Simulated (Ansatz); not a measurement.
## WSi2N4 monolayer in a perpendicular field

Aim: how the WSi2N4 monolayer screens a field along its normal, and what the field does to its bands. A positive field points along +c.

Main program and level: Ansatz 0.2.0; plane-wave DFT, PBE-D3(BJ), Ansatz PAW (set soft_1); PAW set soft_1.

**1. Set-up**

The cell holds 7 atoms: 4 N, 2 Si and 1 W. Its edges and angles: a = 2.920 Å, b = 2.920 Å, c = 45.201 Å, α = 90.0°, β = 90.0°, γ = 120.0°. Vacuum lies along c.

As a file:

```xyz
7
Lattice="2.9200 0.0000 0.0000 -1.4600 2.5288 0.0000 0.0000 0.0000 45.2010" Properties=species:S:1:pos:R:3
N     0.0000    0.0000   19.0500
Si    0.0000    1.6859   19.5194
N     0.0000    1.6859   21.2694
W     0.0000    0.0000   22.6005
N     0.0000    1.6859   23.9316
Si    0.0000    1.6859   25.6816
N     0.0000    0.0000   26.1510
```

**2. Relaxation**

The starting cell is a guess, so the in-plane lattice and the atoms are relaxed first, with the slab cut off from its images along the normal.

input.yaml reads:

```yaml
crystal:
  lattice:
    - [2.92, 0.0, 0.0]
    - [-1.46, 2.5287941791, 0.0]
    - [0.0, 0.0, 45.2010220828]
  atoms:
    - { symbol: "N", position: [0.0, 0.0, 0.421450647] }
    - { symbol: Si, position: [0.3333333333, 0.6666666667, 0.4318360821] }
    - { symbol: "N", position: [0.3333333333, 0.6666666667, 0.4705520207] }
    - { symbol: W, position: [0.0, 0.0, 0.5] }
    - { symbol: "N", position: [0.3333333333, 0.6666666667, 0.5294479793] }
    - { symbol: Si, position: [0.3333333333, 0.6666666667, 0.5681639179] }
    - { symbol: "N", position: [0.0, 0.0, 0.578549353] }
  periodic: [true, true, false]
kpoints:
  mp_grid: { grid: [12, 12, 1] }
hamiltonian:
  xc: pbe
  dispersion: d3bj
  pseudopotentials: { kind: paw, azcp: { folder: soft_1 } }
scf:
  occupations: { method: fermi_dirac, width: 0.05 }
  convergence: { dr2_threshold: 1.0e-09 }
relax:
  f_tol: 0.004
  max_steps: 90
  cell: {}
output:
  write_potential: true
  write_density: true
  volumetric_format: npy
```

Run with:

```sh
$ ansatz run input.yaml --threads 2 --pin off --max-ram 3072MiB --backend cpu --events-out ev --progress --plain --runs-dir out
```

Numbers of over 12 decimals in the logs are rounded to 6 here.

What it wrote:

```text
Warning: relax.cell: scf.convergence.dr2_threshold = 1e-9 eV is looser than the 2.39361283304e-10 eV advised for a relaxation that steers and ends on the stress (1e-10 eV for each atom of the cell: 7, times the square of relax.cell.stress_2d_tol = 0.05 N/m over 17.1 Å (the atoms' height at the walk's start and 5 Å past either face), 2.924e-2 GPa, over a crystal's default 0.05). What an SCF threshold leaves in a stress goes as its square root, and in the free energy as the threshold itself, and one threshold admits the most on a small cell: [figures from the program's tests cut] Set scf.convergence.dr2_threshold to 2.39361283304e-10 eV or tighter. [rest of the remark cut]
Engine: ansatz 0.2.0, aarch64-unknown-linux-gnu
Pseudopotentials: kind: paw
Pseudopotential: N, paw, valence charge 5, recommended cutoff 420 eV (normal), soft_1/N.paw.azcp
Pseudopotential: Si, paw, valence charge 4, recommended cutoff 420 eV (normal), soft_1/Si.paw.azcp
Pseudopotential: W, paw, valence charge 14, recommended cutoff 420 eV (normal), soft_1/W.paw.azcp
Functional definition: PBE
  parameter kappa = 0.804
  parameter beta = 0.066725
  exchange = pbe_x(kappa = kappa, mu = beta*pi^2/3)
  correlation = pbe_c(beta = beta)
Crystal: 7 atoms, lattice volume = 333.768 Å³
Basis set: ecut = 420 eV, 6463 PW (Γ), exchange–correlation on 40×40×640 points (8 copies of the dense FFT grid, shifted against one another)
Bands: 28, of which v1, the nominal top of the filled ones, is band 21 counted from 1 (20 counted from 0)
Symmetry: 12 space group operations
Space group: P-6m2 (ITA 187), of the structure as read, at distance tolerance 6.9e-5 Å
k-points: 19 of 144 (time reversal used)
Non-local potential: N, projectors of the file, l = 0: 2, l = 1: 2, l = 2: 1
Non-local potential: Si, projectors of the file, l = 0: 2, l = 1: 2, l = 2: 1
Non-local potential: W, projectors of the file, l = 0: 3, l = 1: 2, l = 2: 2, l = 3: 1
PAW form: soft (Blöchl's): semilocal exchange-correlation on the pseudo side does not see the compensation charge
PAW one-centre angular grid: N, 110 points (default); XC on 64 Gauss nodes
PAW one-centre angular grid: Si, 110 points (default); XC on 64 Gauss nodes
PAW one-centre angular grid: W, 590 points (default); XC on 64 Gauss nodes
Initial density: superposition of atomic densities (neutral atoms: chi_scale 0, normalization atom)
Initial wavefunctions: pseudopotential atomic-orbital guess
Functional: x = pbe(κ = 0.804, μ = 0.219515), c = pbe(β = 0.066725)
SCF iter   1: F=—  HF=-13209.091433 eV  |F-HF|=—  |Δ(HF+E_count)|=         —  Δρ=8.50e-2  dr2=2.73e1  ethr=3.10e-3  ⟨swp⟩=16.3  Hψ=5049  notcnv=0  defer=1
preconditioner: auto → Resta (q_TF=auto, 1.931 Å⁻¹)  ε∞=1.8  [insulator: Δε(μ)=2.139 eV  Ē_g=13.405 eV  σ=0.050 eV  W_gap=1.00  n_scr=26 (ndim 8)  ℏωp=11.9 eV  f_vac=0.754  D(μ)=0.00/eV (n_scr^D=0)  ε∞_Penn≈1.8  vacuum switching on, ρ_ref=1.3e-2 e/Å³]
SCF iter   2: F=—  HF=-13203.225077 eV  |F-HF|=—  |Δ(HF+E_count)|=    5.87e0  Δρ=4.77e-2  dr2=1.09e1  ethr=3.10e-3  ⟨swp⟩=6.3  Hψ=2269  notcnv=0  defer=28
SCF iter   3: F=—  HF=-13201.705783 eV  |F-HF|=—  |Δ(HF+E_count)|=    1.52e0  Δρ=1.80e-2  dr2=1.35e0  ethr=3.10e-3  ⟨swp⟩=5.3  Hψ=1673  notcnv=0  defer=25
SCF iter   4: F=—  HF=-13201.484466 eV  |F-HF|=—  |Δ(HF+E_count)|=   2.21e-1  Δρ=8.93e-3  dr2=1.72e-1  ethr=3.10e-3  ⟨swp⟩=2.6  Hψ=881  notcnv=0  defer=24
SCF iter   5: F=—  HF=-13201.495131 eV  |F-HF|=—  |Δ(HF+E_count)|=   1.07e-2  Δρ=2.85e-3  dr2=4.81e-2  ethr=4.09e-4  ⟨swp⟩=3.9  Hψ=1220  notcnv=0  defer=24
SCF iter   6: F=—  HF=-13201.486759 eV  |F-HF|=—  |Δ(HF+E_count)|=   8.37e-3  Δρ=8.18e-4  dr2=3.77e-3  ethr=1.14e-4  ⟨swp⟩=2.7  Hψ=1084  notcnv=0  defer=26
SCF iter   7: F=—  HF=-13201.486957 eV  |F-HF|=—  |Δ(HF+E_count)|=   1.98e-4  Δρ=2.89e-4  dr2=3.83e-4  ethr=8.98e-6  ⟨swp⟩=3.0  Hψ=1071  notcnv=0  defer=26
SCF iter   8: F=—  HF=-13201.486892 eV  |F-HF|=—  |Δ(HF+E_count)|=   6.49e-5  Δρ=9.23e-5  dr2=1.53e-5  ethr=9.11e-7  ⟨swp⟩=3.4  Hψ=1064  notcnv=0  defer=26
SCF iter   9: F=—  HF=-13201.486763 eV  |F-HF|=—  |Δ(HF+E_count)|=   1.29e-4  Δρ=4.81e-5  dr2=1.91e-5  ethr=3.64e-8  ⟨swp⟩=4.1  Hψ=1354  notcnv=0  defer=26
SCF iter  10: F=—  HF=-13201.486766 eV  |F-HF|=—  |Δ(HF+E_count)|=   2.23e-6  Δρ=4.62e-6  dr2=1.02e-7  ethr=3.64e-8  ⟨swp⟩=2.5  Hψ=766  notcnv=0  defer=26
SCF iter  11: F=—  HF=-13201.486817 eV  |F-HF|=—  |Δ(HF+E_count)|=   5.10e-5  Δρ=3.19e-6  dr2=2.71e-8  ethr=2.44e-10  ⟨swp⟩=3.7  Hψ=1254  notcnv=0  defer=26
SCF iter  12: F=—  HF=-13201.486817 eV  |F-HF|=—  |Δ(HF+E_count)|=   5.34e-9  Δρ=9.64e-7  dr2=2.99e-9  ethr=6.46e-11  ⟨swp⟩=3.7  Hψ=1165  notcnv=0  defer=26
SCF iter  13: F=-13201.486817 eV  HF=-13201.486817 eV  |F-HF|=5.46e-12  |Δ(HF+E_count)|=  8.55e-11  Δρ=1.00e-7  dr2=3.65e-11  ethr=2.38e-12  ⟨swp⟩=12.8  Hψ=4509  notcnv=0
SCF 1 converged in 13 iterations: F = -13201.486817 eV  dr2 = 3.65e-11
  greatest PAW one-centre occupation: 0.999 electrons in one spin orbital (limit 2), on the W atom at site 3 (counted from 0), in its partial waves of l = 0
relax step   1: F+E_penalty+E_count = -13201.48681664 eV  Δ(F+E_penalty+E_count) = +0.000e0 eV  max|allowed force component| = 1.850e0 eV/Å  Δτ_max = 0.0000 Å  P = -8.846 N/m  Ω = 333.768 Å³  fix = [c, alpha, beta]  reactions: c -0.000 N/m  (13 SCF iters, accepted)
Crystal: 7 atoms, lattice volume = 329.051 Å³
Basis set: ecut = 420 eV, 6391 PW (Γ), exchange–correlation on 40×40×640 points (8 copies of the dense FFT grid, shifted against one another)
Initial density: handed on by an earlier stage of this run
Initial wavefunctions: those handed on with the density
iter 1 solved again at ethr=6.66e-4 eV; its pass at ethr=3.10e-3 eV (dr2=2.80e-1 eV) is discarded
SCF iter   1: F=—  HF=-13201.729868 eV  |F-HF|=—  |Δ(HF+E_count)|=         —  Δρ=9.83e-3  dr2=2.82e-1  ethr=6.66e-4  ⟨swp⟩=2.4  Hψ=5385  notcnv=0
preconditioner: auto → Resta (q_TF=auto, 1.936 Å⁻¹)  ε∞=1.9  [insulator: Δε(μ)=1.970 eV  Ē_g=12.406 eV  σ=0.050 eV  W_gap=1.00  n_scr=26 (ndim 8)  ℏωp=11.9 eV  f_vac=0.771  D(μ)=0.00/eV (n_scr^D=0)  ε∞_Penn≈1.9  vacuum switching on, ρ_ref=1.1e-2 e/Å³]
SCF iter   2: F=—  HF=-13201.664870 eV  |F-HF|=—  |Δ(HF+E_count)|=   6.50e-2  Δρ=3.88e-3  dr2=4.02e-2  ethr=6.66e-4  ⟨swp⟩=3.8  Hψ=1139  notcnv=0  defer=1
SCF iter   3: F=—  HF=-13201.658183 eV  |F-HF|=—  |Δ(HF+E_count)|=   6.69e-3  Δρ=2.21e-3  dr2=1.05e-2  ethr=9.57e-5  ⟨swp⟩=4.3  Hψ=1384  notcnv=0  defer=26
SCF iter   4: F=—  HF=-13201.657788 eV  |F-HF|=—  |Δ(HF+E_count)|=   3.95e-4  Δρ=7.56e-4  dr2=2.31e-3  ethr=2.49e-5  ⟨swp⟩=3.2  Hψ=1136  notcnv=0  defer=26
[...]
SCF 3 converged in 9 iterations: F = -13201.699454 eV  dr2 = 3.53e-10
relax step   3: F+E_penalty+E_count = -13201.69945374 eV  Δ(F+E_penalty+E_count) = -4.196e-2 eV  max|allowed force component| = 8.794e-2 eV/Å  Δτ_max = 0.0550 Å  P = +0.135 N/m  Ω = 326.795 Å³  energy of the carried Pulay correction = +2.669e-3 eV  fix = [c, alpha, beta]  reactions: c +0.000 N/m  (9 SCF iters, accepted)
[...]
relax step   4: F+E_penalty+E_count = -13201.69989058 eV  Δ(F+E_penalty+E_count) = -4.368e-4 eV  max|allowed force component| = 2.768e-2 eV/Å  Δτ_max = 0.0033 Å  P = +0.229 N/m  Ω = 326.800 Å³  energy of the carried Pulay correction = +2.667e-3 eV  fix = [c, alpha, beta]  reactions: c +0.000 N/m  (7 SCF iters, accepted)
[...]
relax step   5: F+E_penalty+E_count = -13201.69986470 eV  Δ(F+E_penalty+E_count) = +2.589e-5 eV  max|allowed force component| = 1.642e-2 eV/Å  Δτ_max = 0.0018 Å  P = -0.096 N/m  Ω = 326.996 Å³  energy of the carried Pulay correction = +2.592e-3 eV  fix = [c, alpha, beta]  reactions: c -0.000 N/m  (7 SCF iters, accepted)
[...]
relax step   6: F+E_penalty+E_count = -13201.69989765 eV  Δ(F+E_penalty+E_count) = -3.296e-5 eV  max|allowed force component| = 2.285e-4 eV/Å  Δτ_max = 0.0007 Å  P = -0.000 N/m  Ω = 326.947 Å³  energy of the carried Pulay correction = +2.611e-3 eV  fix = [c, alpha, beta]  reactions: c -0.000 N/m  (6 SCF iters, accepted)
[...]
relax step   7: F+E_penalty+E_count = -13201.69757729 eV  Δ(F+E_penalty+E_count) = +2.320e-3 eV  max|allowed force component| = 3.872e-4 eV/Å  Δτ_max = 0.0000 Å  P = -0.070 N/m  Ω = 326.947 Å³  fix = [c, alpha, beta]  reactions: c -0.000 N/m  stress off target by 6.96e-2 N/m on what of the cell is left free  SCF on the basis re-selected at this cell (its energy is not comparable with the rows above)  (5 SCF iters)
[...]
relax step   8: F+E_penalty+E_count = -13201.69760672 eV  Δ(F+E_penalty+E_count) = -2.943e-5 eV  max|allowed force component| = 6.123e-4 eV/Å  Δτ_max = 0.0002 Å  P = +0.008 N/m  Ω = 326.878 Å³  energy of the carried Pulay correction = +2.655e-5 eV  fix = [c, alpha, beta]  reactions: c +0.000 N/m  (6 SCF iters, accepted)
iter 1 solved again at ethr=8.11e-7 eV; its pass at ethr=3.10e-3 eV (dr2=3.41e-4 eV) is discarded
SCF iter   1: F=—  HF=-13201.697518 eV  |F-HF|=—  |Δ(HF+E_count)|=         —  Δρ=2.51e-6  dr2=1.11e-8  ethr=8.11e-7  ⟨swp⟩=6.3  Hψ=7910  notcnv=0
eigensolver tolerance schedule: the retry pair's looser diagonalisation over-reported the residual by 30685.57 of it (diagonalisation noise at an unbounded share of the residual, at the tolerance the schedule requests for it); recorded, not acted on — ethr = c·dr2/N_el stays at c = 1.0e-1
preconditioner: auto → Resta (q_TF=auto, 1.938 Å⁻¹)  ε∞=1.9  [insulator: Δε(μ)=2.430 eV  Ē_g=12.326 eV  σ=0.050 eV  W_gap=1.00  n_scr=26 (ndim 8)  ℏωp=12.0 eV  f_vac=0.767  D(μ)=0.00/eV (n_scr^D=0)  ε∞_Penn≈1.9  vacuum switching on, ρ_ref=1.1e-2 e/Å³]
SCF iter   2: F=—  HF=-13201.697596 eV  |F-HF|=—  |Δ(HF+E_count)|=   7.81e-5  Δρ=1.42e-6  dr2=8.65e-9  ethr=2.64e-11  ⟨swp⟩=7.9  Hψ=2725  notcnv=0
SCF iter   3: F=—  HF=-13201.697596 eV  |F-HF|=—  |Δ(HF+E_count)|=   1.56e-9  Δρ=8.54e-7  dr2=1.82e-9  ethr=2.06e-11  ⟨swp⟩=2.7  Hψ=721  notcnv=0
SCF iter   4: F=-13201.697596 eV  HF=-13201.697596 eV  |F-HF|=4.04e-10  |Δ(HF+E_count)|=  6.55e-11  Δρ=5.76e-7  dr2=6.37e-10  ethr=2.38e-12  ⟨swp⟩=20.8  Hψ=5353  notcnv=0
SCF 9 converged in 4 iterations: F = -13201.697596 eV  dr2 = 6.37e-10
relax step   9: F+E_penalty+E_count = -13201.69759618 eV  Δ(F+E_penalty+E_count) = +1.054e-5 eV  max|allowed force component| = 6.007e-4 eV/Å  Δτ_max = 0.0000 Å  P = +0.007 N/m  Ω = 326.878 Å³  fix = [c, alpha, beta]  reactions: c +0.000 N/m  stress off target by 7.19e-3 N/m on what of the cell is left free  SCF on the basis re-selected at this cell (its energy is not comparable with the rows above)  (4 SCF iters)
basis re-selected at this cell: Δ(F+E_penalty+E_count) = +1.054e-5 eV, ΔP = -0.000 N/m vs the last step (what re-selecting the basis moved, of the pressure what is left beyond the Pulay correction that the steps carried, after the strain that the cell walked since its last selection, with what the two solves' SCF thresholds leave and, on support functions, any second-order correction that the steps lacked; it is no m [...]
WARN: The output density's exchange-correlation potential varies sharply where the density is thin. Do not read a vacuum level from v_tot or v_xc, or from such a field of the output density. On a cell that repeats whose density bears no net charge and no dipole along the vacuum's axis use v_es (v_loc + v_h of the components); under efield.dipole_correction with no amplitude use v_es + v_field, which holds any externa [...]
SCF converged after 4 iterations
Free energy (F): -13201.697596 eV
Harris-Foulkes:  -13201.697596 eV  (|F-HF|=4.04e-10)
Internal energy: -13201.697596 eV  (E = F + TS)
E sigma→0 (E₀):  -13201.697596 eV
Fermi energy:    -4.142701 eV
--- Per-component energies (eV) ---
  E_band       = -861.791990
  E_kinetic    = 1036.847752
  E_local      = -192609.518585  (includes V_loc(G=0)·N_el)
  E_nonlocal   = 156.182186
  E_hartree    = 95718.285902
  E_xc         = -623.050400
  E_vxc        = -634.539747  (∫ρ·V_xc dr)
  E_paw        = -10113.997125  (= ΣΔE_a)
  E_vpaw       = -247.333909  (= ΣTr[D̂ρ^β])
  E_aug_tail   = 0.003712  (compensation charges beyond the density's cutoff)
  E_ewald      = 93235.382427
  E_disp       = -1.833465  (pairwise vdW)
  E_smearing   = -0.000000  (= −TS)
  E_closure    = -0.000000  (closes the sum)
  Σ components = -13201.697596   (vs F -13201.697596, Δ=0.00e0)
--- Forces (eV/Å), atoms counted from 1 ---
  atom   1  N      0.00000000    -0.00000000     0.00046130
  atom   2  Si    -0.00000000     0.00000000    -0.00005841
  atom   3  N     -0.00000000    -0.00000000    -0.00060070
  atom   4  W     -0.00000000     0.00000000     0.00000000
  atom   5  N     -0.00000000    -0.00000000     0.00060070
  atom   6  Si     0.00000000     0.00000000     0.00005841
  atom   7  N     -0.00000000    -0.00000000    -0.00046130
  max |Σ_I F_I| component: 2.87e-16 eV/Å
--- 2D stress c σ (N/m, compression-positive) ---
        0.007195      -0.000000       0.000000
       -0.000000       0.007195       0.000000
        0.000000       0.000000       0.000000
  P = ½ c Tr σ = 0.0072 N/m
--- Band table (eV; the first three rows and the last of 19) ---
  k-point 0: bands = [... 17 lower, -7.8745, -7.8167, -7.8167, -5.3408, -2.2209, -2.2209, -1.5627 (-1.5627°), -1.5627 (-1.5627°), ... 3 higher]
  k-point 1: bands = [... 17 lower, -8.1140, -7.9665, -7.6391, -5.4258, -2.4412, -2.2217, -1.7772 (-1.7772°), -1.3515 (-1.3515°), ... 3 higher]
  k-point 2: bands = [... 17 lower, -8.3974, -8.3342, -7.6984, -5.8266, -2.5260, -2.1921, -1.8105, -0.8364 (-0.8364°), ... 3 higher]
  k-point 18: bands = [... 17 lower, -9.6134, -7.6944, -6.9491, -5.6460, -2.8693, -1.8743, -0.5521, -0.1775, ... 3 higher]
  ° read free of the cell's end (the report's vacuum.weakly_bound_levels)
--- Relaxed structure (7 steps of the walk, 7 accepted, 2 SCFs on fresh bases) ---
  F+E_penalty+E_count = -13201.69759618 eV   max|allowed force component| = 6.007e-4 eV/Å   (the final SCF, on the basis selected at the relaxed cell)
  cell:  # Å, volume = 326.8783 Å³
    - [2.889706, 0, 0]
    - [-1.444853, 2.502558, 0]
    - [0, 0, 45.2010220828]
  atoms:
    - { symbol: N, position: [1.0618641054222404e-17, -5.1267078690655795e-17, 0.421723] }
    - { symbol: Si, position: [0.333333, 0.666667, 0.433291] }
    - { symbol: N, position: [0.333333, 0.666667, 0.472041] }
    - { symbol: W, position: [1.0573552618555002e-17, -5.135725556199062e-17, 0.500000] }
    - { symbol: N, position: [0.333333, 0.666667, 0.527959] }
    - { symbol: Si, position: [0.333333, 0.666667, 0.566709] }
    - { symbol: N, position: [1.0528464182887568e-17, -5.1447432433325467e-17, 0.578277] }
```

The job ended after 83 s (2 threads of Arm Neoverse V2, shared host; peak memory 0.56 GiB; 2.7 min of CPU time).

Relaxation path:

```tsv
step	energy less that of the first step (eV)	largest force component (eV/Å)	volume (Å³)
1	0.0000	1.8500	333.77
2	-0.1707	0.8566	329.05
3	-0.2126	0.0879	326.79
4	-0.2131	0.0277	326.80
5	-0.2130	0.0164	327.00
6	-0.2131	0.0002	326.95
7*	-0.2108	0.0004	326.95
8	-0.2108	0.0006	326.88
9*	-0.2108	0.0006	326.88
```

Relaxation steps marked * repeat the geometry before them on a plane-wave basis chosen anew for their cell, so energy and pressure can jump there.

Forces are held to the 12 operations that the run works with; a distortion that breaks them can't arise in this run.

```tsv
cell as run	before	after	change
a (Å)	2.920	2.890	-1.0 %
b (Å)	2.920	2.890	-1.0 %
```

The atoms that moved most (Å, along periodic axes as changes of fractional coordinates times the final cell, across vacuum about the mean position):

```tsv
atom	dx	dy	dz	length
N5	0.000	0.000	-0.067	0.067
N3	0.000	0.000	0.067	0.067
Si6	0.000	0.000	-0.066	0.066
Si2	0.000	0.000	0.066	0.066
N1	0.000	0.000	0.012	0.012
N7	0.000	0.000	-0.012	0.012
```

Final coordinates:

```xyz
7
Lattice="2.8897 0.0000 0.0000 -1.4449 2.5026 0.0000 0.0000 0.0000 45.2010" Properties=species:S:1:pos:R:3
N     0.0000    0.0000   19.0623
Si    0.0000    1.6684   19.5852
N     0.0000    1.6684   21.3367
W     0.0000    0.0000   22.6005
N     0.0000    1.6684   23.8643
Si    0.0000    1.6684   25.6158
N     0.0000    0.0000   26.1387
```

This step gave:

| Quantity | Value |
| --- | --- |
| gap on the k-mesh | 2.430 eV |

The lattice constant a goes from 2.920 to 2.890 Å.

(Continued in part 2 of 2.)

[Logs are printed without paths, hosts, clocks, repeated set-up lines and the standing remarks that a program may print on its own settings, such as how far it seeks lower states.]

[Hosts, paths, dates, database ids (printed as entryN), source tags and the programs' standing remarks are cut or masked in the printed files.]

[Maps of the electrostatic potential energy from Ansatz leave out the sawtooth potential of an applied field or a dipole correction, so their vacuum need not be flat; planar profiles and work functions include it.]
